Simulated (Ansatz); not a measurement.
## FePt

**The experiment.** The Crystallography Open Database holds a cell as deposited of tetragonal FePt (space group P4/mmm), temperature not stated (1994): a, c = 2.722, 3.700 Å, 13.70 Å³/atom.

“Lattice constants and magnetism of L10-ordered FePt under high pressure”, 2023, arxiv:2212.12065 quotes, for a powder of FePt: bulk modulus 264.1 GPa.

Level of theory: DFT, PBE, scalar-relativistic, collinear spin; plane waves to 420 eV with PAW datasets (Ansatz 0.2.0), Γ-centred 12×12×10 mesh, 0.05 eV Gaussian smearing. The datasets are Ansatz's generated set soft_2.

```
CELL_PARAMETERS angstrom
2.73418 0.00000 0.00000
0.00000 2.73418 0.00000
0.00000 0.00000 3.75329
ATOMIC_POSITIONS crystal
Fe 0.50000 0.50000 0.50000
Pt 0.00000 0.00000 0.00000
```

The chain of runs began from a cell as deposited in COD, expanded in volume.

Magnetic state: ferromagnetic, site spin moments Fe 2.99; Pt 0.39 μB.

The cell above was scaled in volume, and shape and atoms were relaxed at each volume within its symmetry. Energies are counted from the cell above.

Cell and atoms are those of this level's equilibrium.

```tsv
V (Å³/atom)	ΔE (meV/atom)	P (GPa)	largest moment (μB)
13.26	29.3	13.0	2.87
13.47	15.0	9.0	2.90
13.75	?	?	?
14.03	0.0	0.0	2.99
14.31	3.1	-3.5	3.05
14.59	12.1	-6.9	3.08
15.01	36.2	-11.4	3.12
15.43	71.1	-15.1	3.16
```

Fill in the withheld row.

ΔE (meV/atom): 3.6, P (GPa): 4.2, largest moment (μB): 2.95.

What do the points give for the equilibrium volume, the bulk modulus and its pressure derivative (third-order Birch–Murnaghan)?

V0 = 14.04 Å³/atom, B0 = 195 GPa, B0′ isn't fixed: the energies give 4.3, and a fit of the pressures differs by over 0.35.

B0·V0 = 195.2 GPa × 14.04 Å³ = 17.10 eV/atom sets the scale: near the minimum ΔE ≈ ½ B0 V0 x², with x = V/V0 − 1, and a pressure of 2.0 GPa squeezes the volume by about 1 %. At the ends of the curve: x = −5.6 % predicts 26.5 meV/atom and the run gives 29.3; x = +9.9 % predicts 84.1 meV/atom and the run gives 71.1. The lopsidedness is anharmonic: atoms resist being pushed together more than being pulled apart.

The moment grows with the volume: wider spacing narrows the bands, and exchange then polarises them more fully.

**Comparison.** The computed cell (2.734, 3.753 Å, 14.03 Å³/atom) differs from the database's by +2.4 % in volume, about +0.8 % in length. The axes miss by +0.5 %, +1.4 %. PBE usually overestimates volumes by a few per cent. Spin–orbit coupling, left out, also moves the volume of such heavy elements' compounds. A measured bulk modulus of FePt is 264.1 GPa (powder; quoted in “Lattice constants and magnetism of L10-ordered FePt under high pressure”, 2023, arxiv:2212.12065); the calculated 195 GPa misses it by -26.1 %. Bulk moduli follow the volume steeply: with B0′ near 4, a cell 1 % too large is about 4 % too soft, and one too small too stiff.

The moments change along the equation of state, so B0 holds a magnetic softening and is less sure. Spin–orbit coupling, which matters for such heavy elements, is left out. The run wasn't fully tested for a lower electronic state. Site moments are of spin, integrated over atomic spheres. The run is a metal.
